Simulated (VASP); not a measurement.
# CdTe (F-43m): a series in uniaxial stress along [111]

Strain engineering needs slopes: what does uniaxial stress along [111] do to the lattice and the band edges of CdTe?

Method: LDA; plane waves and PAW (Cd, Te), in the first sound run; inputs show where later runs differ, in VASP 6.6.1.

This is a report of a sequence of runs, with most program output left out.

### 1. Starting point

The structure is cubic, space group F-43m (No. 216). The conventional cell has a = 6.481 Å, b = 6.481 Å, c = 6.481 Å, α = 90.00°, β = 90.00°, γ = 90.00°. Nearest to Cd lie 4 Te at 2.81 Å. Nearest to Te lie 4 Cd at 2.81 Å. Farther neighbours and most contacts between anions are not listed.

Structure file:

```cif
data_structure
_symmetry_space_group_name_H-M 'P 1'
_symmetry_Int_Tables_number 1
_cell_length_a 4.5828
_cell_length_b 4.5828
_cell_length_c 4.5828
_cell_angle_alpha 60.000
_cell_angle_beta 60.000
_cell_angle_gamma 60.000
_cell_volume 68.06
loop_
_atom_site_label
_atom_site_type_symbol
_atom_site_fract_x
_atom_site_fract_y
_atom_site_fract_z
_atom_site_occupancy
Cd1 Cd 0.00000 0.00000 0.00000 1
Te2 Te 0.25000 0.25000 0.25000 1
```

### 2. Relax the crystal, LDA

The series starts from the cell that this level prefers, so that zero strain is near zero stress.

This step took 2 runs in a row; the last is shown.

Level: LDA; plane waves and PAW (Cd, Te).

INCAR reads:

```
SYSTEM = CdTe
PREC = Accurate
ENCUT = 450
EDIFF = 1E-07
NELM = 120
ISMEAR = 0
SIGMA = 0.02
LREAL = .FALSE.
ALGO = Normal
GGA = CA
NBANDS = 15
LASPH = .TRUE.
LORBIT = 11
LWAVE = .FALSE.
LCHARG = .FALSE.
KPAR = 12
IBRION = 2
NSW = 40
ISIF = 3
EDIFFG = -0.005
POTIM = 0.4
```

POSCAR reads:

```
CdTe
1.0
    0.0000000000      3.2089821090      3.2089821090
    3.2089821090      0.0000000000      3.2089821090
    3.2089821090      3.2089821090      0.0000000000
Cd Te
1 1
Direct
    0.0000000000      0.0000000000      0.0000000000
    0.2500000000      0.2500000000      0.2500000000
```

KPOINTS reads:

```
Automatic mesh
0
Gamma
8 8 8
0 0 0
```

PAW data sets: Cd and Te (LDA family, release 64).

Command:

```console
$ mpirun -np 12 vasp_std
```

Run time: 2.8 s. Hardware: 12 MPI ranks of Intel Xeon 6975P-C (Granite Rapids), shared host; peak memory 2.2 GiB.

This run gave:

* energy(sigma→0) of the program: -6.0506 eV
* stress, compression positive: 0.01 along [111], 0.01 across it (mean), GPa
* volume: 66.032 Å³
* ionic steps: 2

### 3. Strain across the axis, LDA

One member in full: the axis is strained by -1 %, and the two directions across it are strained alike until their mean stress is under 0.012 GPa or five steps are spent.

This step took 3 runs, each at a new trial strain with the atoms of the one before; the last is shown.

Level: LDA; plane waves and PAW (Cd, Te); cell typed or built by script.

INCAR: that of step 2 with these lines changed.

```diff
@@ -15,7 +15,7 @@
 LCHARG = .FALSE.
-KPAR = 12
-IBRION = 2
-NSW = 40
-ISIF = 3
-EDIFFG = -0.005
-POTIM = 0.4
+KPAR = 3
+IBRION = 1
+NSW = 25
+ISIF = 2
+EDIFFG = -0.004
+POTIM = 0.3
```

POSCAR reads:

```
CdTe
1.0
   -0.0280024860      3.1899799410      3.1899799410
    3.1899799410     -0.0280024860      3.1899799410
    3.1899799410      3.1899799410     -0.0280024860
Cd Te
1 1
Direct
    0.9989966677      0.9989966677      0.9989966677
    0.2510033323      0.2510033323      0.2510033323
```

KPOINTS is that of step 2.

Command:

```console
$ mpirun -np 3 vasp_std
```

Wall time 9 s (3 MPI ranks); peak memory 0.56 GiB.

Numbers from this step:

```
energy(sigma→0) of the program : -6.0492 eV
stress, compression positive   : 0.56 along [111], 0.00 across it (mean), GPa
ionic steps                    : 3
```

### 4. Band edges, TB-mBJ with spin-orbit coupling

Short lines in KPOINTS_OPT sample the zone centre along and across the axis, for masses, and the other valleys.

Level: TB-mBJ, spin-orbit coupling; plane waves and PAW (Cd, Te); cell typed or built by script.

TB-mBJ has no energy functional, so the total energy, stress and pressure in this output mean nothing.

INCAR reads:

```
SYSTEM = CdTe
PREC = Accurate
ENCUT = 450
EDIFF = 1E-06
NELM = 150
ISMEAR = 0
SIGMA = 0.02
LREAL = .FALSE.
ALGO = Normal
METAGGA = MBJ
LASPH = .TRUE.
LNONCOLLINEAR = .TRUE.
MAGMOM = 0 0 0 0 0 0
NBANDS = 28
GGA_COMPAT = .FALSE.
LSORBIT = .TRUE.
LWAVE = .FALSE.
LCHARG = .FALSE.
KPAR = 3
```

POSCAR reads:

```
CdTe
1.0
   -0.0280024860      3.1899799410      3.1899799410
    3.1899799410     -0.0280024860      3.1899799410
    3.1899799410      3.1899799410     -0.0280024860
Cd Te
1 1
Direct
    0.9990684158      0.9990684158      0.9990684158
    0.2509315842      0.2509315842      0.2509315842
```

KPOINTS reads:

```
Automatic mesh
0
Gamma
7 7 7
0 0 0
```

KPOINTS_OPT reads:

```
Line mode
6
Line-mode
Reciprocal
  0.00000000   0.00000000   0.00000000
  0.02918348   0.02918348   0.02918348

  0.00000000   0.00000000   0.00000000
 -0.01810751   0.01810751   0.00000000

  0.31000000   0.31000000   0.00000000
  0.50000000   0.50000000   0.00000000

  0.00000000   0.31000000   0.31000000
  0.00000000   0.50000000   0.50000000

  0.45000000   0.45000000   0.45000000
  0.50000000   0.50000000   0.50000000

  0.45000000   0.00000000   0.00000000
  0.50000000   0.00000000   0.00000000

  0.42500000   0.42500000   0.00000000
  0.42477716   0.45038505   0.02538505

  0.50000000   0.50000000   0.50000000
  0.48189249   0.51810751   0.50000000
```

Command:

```console
$ mpirun -np 3 vasp_ncl
```

Elapsed: 3.2 min, on 3 MPI ranks; peak memory 1.7 GiB; 9.4 min of CPU time.

### 5. Band edges, r2SCAN with spin-orbit coupling

Level: r2SCAN, spin-orbit coupling; plane waves and PAW (Cd, Te); cell typed or built by script.

INCAR: that of step 4 with these lines changed.

```diff
@@ -4,3 +4,3 @@
 EDIFF = 1E-06
-NELM = 150
+NELM = 100
 ISMEAR = 0
@@ -9,3 +9,3 @@
 ALGO = Normal
-METAGGA = MBJ
+METAGGA = R2SCAN
 LASPH = .TRUE.
```

POSCAR is that of step 4.

KPOINTS is that of step 4.

KPOINTS_OPT is that of step 4.

Command:

```console
$ mpirun -np 3 vasp_ncl
```

Wall time 4.8 min (3 MPI ranks); peak memory 1.6 GiB.

This run gave:

- energy(sigma→0) of the program: -790.8081 eV
- stress, compression positive: 3.55 along [111], 3.00 across it (mean), GPa

The run ends at a pressure of 3.19 GPa, with forces up to 0.011 eV/Å.

### 6. The whole series

Runs beyond LDA use the data sets made with LDA; this shifts their levels slightly, and their total energies have another zero (at TB-mBJ, which has no energy functional, they mean nothing).

The other members went through these steps as far as the tables show, with the same cutoff and, step by step, the same mesh; 41 runs are not shown. The session took 3.6 core hours (wall time by ranks) on a shared machine.

| strain along the axis (%) | strain across the axis (%) | stress along the axis, tension positive (GPa) | energy above the unstrained row (meV/atom) | gap on the mesh, LDA (eV) |
| --- | --- | --- | --- | --- |
| -2.000 | 0.619 | -1.095 | 2.468 | 0.577 |
| -1.500 | 0.465 | -0.828 | 1.422 | 0.593 |
| -1.000 | 0.309 | -0.558 | 0.667 | 0.609 |
| -0.500 | 0.161 | -0.268 | 0.191 | 0.625 |
| 0 | 0.000 | -0.003 | 0.000 | 0.644 |
| 0.500 | -0.140 | 0.272 | 0.094 | 0.625 |
| 1.000 | -0.288 | 0.561 | 0.483 | 0.606 |
| 1.500 | -0.432 | 0.846 | 1.149 | 0.586 |
| 2.000 | -0.575 | 1.132 | 2.112 | 0.564 |

Slopes at zero strain, from cubics through all rows: strain ratio -0.299, stress over strain 56 GPa.

Band edges at TB-mBJ with spin-orbit coupling, counted from the valence-band top at Γ, spin-orbit pairs averaged, with one row partly withheld:

| strain along the axis (%) | gap (eV) | conduction band at Γ (eV) | Δ or X valley along z (eV) | Δ or X valley along x (eV) | lowest conduction level at L, [111] (eV) | lowest conduction level at L, [-111] (eV) | second valence level below the top (eV) | third valence level below the top (eV) |
| --- | --- | --- | --- | --- | --- | --- | --- | --- |
| -2.000 | 1.602 | 1.603 | 2.822 | 2.822 | 2.173 | 2.408 | 0.099 | 0.880 |
| -1.500 | 1.613 | 1.614 | 2.865 | 2.865 | 2.229 | 2.405 | 0.074 | 0.865 |
| -1.000 | 1.623 | 1.623 | 2.901 | 2.901 | 2.285 | 2.402 | 0.050 | 0.850 |
| -0.500 | 1.631 | 1.631 | 2.925 | 2.925 | 2.339 | 2.399 | 0.026 | 0.836 |
| 0 | 1.640 | 1.640 | 2.945 | 2.945 | 2.396 | 2.396 | 0.000 | 0.823 |
| 0.500 | 1.620 | 1.620 | 2.933 | 2.933 | 2.425 | 2.367 | 0.025 | 0.835 |
| 1.000 | 1.600 | 1.601 | 2.917 | 2.917 | ? | 2.339 | 0.049 | 0.848 |
| 1.500 | 1.579 | 1.579 | 2.889 | 2.889 | 2.482 | 2.311 | 0.073 | 0.862 |
| 2.000 | 1.556 | 1.556 | 2.857 | 2.857 | 2.511 | 2.282 | 0.096 | 0.877 |

Conduction masses, in electron masses:

| strain along the axis (%) | conduction mass at Γ, along the strain axis or the normal of the plane | conduction mass at Γ, across the strain axis or in the plane |
| --- | --- | --- |
| -2.000 | 0.150 | 0.135 |
| -1.500 | 0.147 | 0.135 |
| -1.000 | 0.144 | 0.136 |
| -0.500 | 0.142 | 0.137 |
| 0 | 0.139 | 0.139 |
| 0.500 | 0.136 | 0.140 |
| 1.000 | 0.133 | 0.141 |
| 1.500 | 0.131 | 0.142 |
| 2.000 | 0.128 | 0.143 |

Band edges at r2SCAN with spin-orbit coupling, counted from the valence-band top at Γ, spin-orbit pairs averaged:

| strain along the axis (%) | gap (eV) | conduction band at Γ (eV) | Δ or X valley along z (eV) | Δ or X valley along x (eV) | lowest conduction level at L, [111] (eV) | lowest conduction level at L, [-111] (eV) | second valence level below the top (eV) | third valence level below the top (eV) |
| --- | --- | --- | --- | --- | --- | --- | --- | --- |
| -2.000 | 1.057 | 1.059 | 2.401 | 2.401 | 1.750 | 2.015 | 0.102 | 0.897 |
| -1.500 | 1.068 | 1.069 | 2.444 | 2.444 | 1.811 | 2.010 | 0.077 | 0.882 |
| -1.000 | 1.078 | 1.078 | 2.485 | 2.485 | 1.872 | 2.004 | 0.052 | 0.867 |
| -0.500 | 1.086 | 1.086 | 2.516 | 2.516 | 1.931 | 1.999 | 0.027 | 0.853 |
| 0 | 1.094 | 1.094 | 2.539 | 2.539 | 1.994 | 1.994 | 0.000 | 0.839 |
| 0.500 | 1.073 | 1.073 | 2.526 | 2.526 | 2.028 | 1.962 | 0.026 | 0.852 |
| 1.000 | 1.052 | 1.052 | 2.504 | 2.504 | 2.061 | 1.931 | 0.051 | 0.865 |
| 1.500 | 1.029 | 1.029 | 2.473 | 2.473 | 2.094 | 1.899 | 0.076 | 0.880 |
| 2.000 | 1.005 | 1.005 | 2.438 | 2.438 | 2.126 | 1.867 | 0.101 | 0.896 |

Conduction masses, in electron masses:

| strain along the axis (%) | conduction mass at Γ, along the strain axis or the normal of the plane | conduction mass at Γ, across the strain axis or in the plane |
| --- | --- | --- |
| -2.000 | 0.097 | 0.090 |
| -1.500 | 0.096 | 0.090 |
| -1.000 | 0.094 | 0.090 |
| -0.500 | 0.092 | 0.090 |
| 0 | 0.091 | 0.091 |
| 0.500 | 0.089 | 0.091 |
| 1.000 | 0.088 | 0.092 |
| 1.500 | 0.086 | 0.092 |
| 2.000 | 0.085 | 0.092 |

### 7. Working out the slope

The quantity to fit is the splitting of the lowest conduction levels at the L points ([111] less [-111]) at TB-mBJ with spin-orbit coupling: -0.235, -0.176, -0.117, -0.060, 0.000, 0.058, 0.172, 0.229 eV in the rows shown.

A least-squares parabola through the 8 rows shown, with d the strain along the axis less the strain across it, in %: E = − 1.55e-4 d² + 0.08941 d − 2.67e-5 (eV), r.m.s. residual 5.6e-4 eV.

For the withheld row, d = 1.288, the fit gives 0.1148 eV.

### 8. Checking the prediction

The calculation gives 0.1147 eV, so the prediction is 0.0001 eV too high.

The splitting is Ξu times 8/9 of d, with d as a fraction, so the linear term gives Ξu = 10.1 eV.

### 9. Results

```
Poisson ratio                                                       : 0.299
Young's modulus along the axis                                      : 56 GPa
gap of the unstrained cell, TB-mBJ with spin-orbit coupling         : 1.64 eV
gap of the unstrained cell, r2SCAN with spin-orbit coupling         : 1.09 eV
shear deformation potential Ξu of the lowest conduction levels at L : 10.1 eV
error of the predicted row                                          : 0.1 meV
```

As a check, the curvature of the energy gives 55 GPa for the same modulus (energy per volume = E/2 × strain²), 0 % from the slope of the stress. At TB-mBJ with spin-orbit coupling the lowest conduction valley is Γ throughout, and the gap runs between 1.56 and 1.64 eV. At r2SCAN with spin-orbit coupling the lowest conduction valley is Γ throughout, and the gap runs between 1.01 and 1.09 eV. Hole masses are left out throughout, since the top bands are degenerate or cross in many series; of conduction masses, those of the Γ, L and (for Si and Ge under (001) strain) Δ valleys are kept where they change by under an eighth between rows. TB-mBJ is a potential fitted for gaps; it has no energy functional, so its total energies and forces mean nothing, and its bands tend to come out too narrow. r2SCAN opens gaps somewhat over GGA but leaves them below measured values as a rule. Δ or X levels are the lowest on their line, refined by a parabola unless they lie at X; the gap is read from all points sampled and can differ from the lowest valley by some meV, or by tens of meV where strain moves the valence top off Γ. Temperature, zero-point motion and excitons are left out.

[Lines on the potential files, build, host, timing and source positions are cut from VASP's logs without a mark.]

[Logs are printed without paths, hosts, clocks, repeated set-up lines and the standing remarks that a program may print on its own settings, such as how far it seeks lower states.]

[Hosts, paths, dates, database ids (printed as entryN), source tags and the programs' standing remarks are cut or masked in the printed files.]

[In band tables of VASP the shares of atoms and orbitals are scaled to a sum of 1 inside the atoms' spheres.]
